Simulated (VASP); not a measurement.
# CoO: magnetic anisotropy

CoO, P3m1 (no. 156), 4 atoms in the cell. PBE, DFT+U, spin-orbit coupling, magnetic anisotropy; PAW potentials Co, O (PBE set).

Hubbard U (eV): Co shell d, U 3; LDAUTYPE: 2; Starting moments (muB): 3, 3, 0, 0; Method: fixed density (force theorem); Directions run: 4.

## Input

INCAR.step1:
```
SYSTEM = CoO
PREC = Accurate
ENCUT = 450
EDIFF = 1E-8
NELM = 200
ALGO = Normal
ISMEAR = 0
SIGMA = 0.05
LREAL = .False.
LASPH = .True.
LMAXMIX = 4
LORBIT = 11
LWAVE = .False.
LCHARG = .True.
GGA = PE
GGA_COMPAT = .False.
ISYM = 2
LDAU = .True.
LDAUTYPE = 2
LDAUL = 2 -1
LDAUU = 3 0
LDAUJ = 0 0
LDAUPRINT = 1
ISPIN = 2
MAGMOM = 3 3 0 0
NBANDS = 25
```

INCAR.step2, as INCAR.step1 but for:
```
- LCHARG = .True.
- ISYM = 2
- ISPIN = 2
- MAGMOM = 3 3 0 0
- NBANDS = 25
+ LCHARG = .False.
+ ISYM = -1
+ LSORBIT = .True.
+ LORBMOM = .True.
+ MAGMOM = 0 0 3 0 0 3 0 0 0 0 0 0
+ SAXIS = 0 0 1
+ ICHARG = 11
+ NBANDS = 50
```

INCAR.step3, as INCAR.step2 but for:
```
- SAXIS = 0 0 1
+ SAXIS = 0.5 0 0.866
```

INCAR.step4 to INCAR.step5 change the same tag again: SAXIS = 0.866 0 0.5, 1 0 0.

KPOINTS:
```
k-points
0
Gamma
  9 9 5
```

POSCAR:
```
CoO
1.0
    3.1976457435      0.0000000000      0.0000000000
   -1.5988228718      2.7692424462      0.0000000000
    0.0000000000      0.0000000000      5.2287097100
Co O
2 2
Direct
    0.3333333333      0.6666666667      0.5033624100
    0.0000000000      0.0000000000      0.0034741400
    0.3333333333      0.6666666667      0.8715556000
    0.0000000000      0.0000000000      0.3716088500
```

Commands (each step's output is kept before the next begins):
```
cat potpaw_PBE.64/Co/POTCAR potpaw_PBE.64/O/POTCAR > POTCAR
cp INCAR.step1 INCAR
mpirun -np 8 vasp_std > vasp.out
cp INCAR.step2 INCAR
mpirun -np 8 vasp_ncl > vasp.out
cp INCAR.step3 INCAR
mpirun -np 8 vasp_ncl > vasp.out
cp INCAR.step4 INCAR
mpirun -np 8 vasp_ncl > vasp.out
cp INCAR.step5 INCAR
mpirun -np 8 vasp_ncl > vasp.out
```

## Result

- Largest energy difference between the axes (meV per magnetic atom): 0.05
- Spin moment (muB per cell): 6.00

Energy by direction of the moments:

| Axis (Cartesian) | Energy (meV per magnetic atom) | Orbital moments (muB) |
|---|---|---|
| 0.00 0.00 1.00 | 0.000 | 0.065 0.065 0.000 0.000 |
| 0.50 0.00 0.87 | 0.013 | 0.065 0.065 0.000 0.000 |
| 0.87 0.00 0.50 | 0.040 | 0.064 0.064 0.000 0.000 |
| 1.00 0.00 0.00 | 0.054 | 0.063 0.063 0.000 0.000 |

The moments started parallel.

DFT+U with 3 eV on Co d.

Limits: Only one order of the moments was run; differences under 0.02 meV aren't resolved.

VASP 6.6.1 took 454 s on 8 cores (Intel Xeon Platinum 8488C (Sapphire Rapids)), a shared host.
